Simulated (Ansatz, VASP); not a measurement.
## Two plane-wave programs on KCl

```
K Cl
1.0
     0.00000    3.50728    3.50728
     3.50728    0.00000    3.50728
     3.50728    3.50728    0.00000
K Cl
1 1
Direct
  0.00000 0.00000 0.00000
  0.25000 0.25000 0.25000
```

The cell was built by a generator and needn't be a form met in nature.

Alike in both runs: task single point; functional r2SCAN; k mesh 4 × 4 × 4; no spin polarisation.

```csv
,VASP,Ansatz
version,VASP 6.6.1,Ansatz 0.2.0
potentials or method,"VASP PAW PBE potentials, release 64 (K_sv, Cl)","plane waves, PAW"
plane-wave cutoff (eV),520,500
occupations,"gaussian, width 0.01 eV",fixed
valence electrons in the cell,16,16
```

|  | VASP | Ansatz | Ansatz less VASP |
| --- | --- | --- | --- |
| gap on the k mesh at the Fermi level (eV) | 5.35 | 5.35 | -0.002 |
| pressure (GPa) | 0.0 | 0.0 | +0.02 |

Caveats: the PAW data sets were made with another functional, which shifts forces and pressure a little (VASP). r2SCAN opens gaps a little over a GGA but as a rule still falls short of measured ones. A k mesh can miss the band edges.
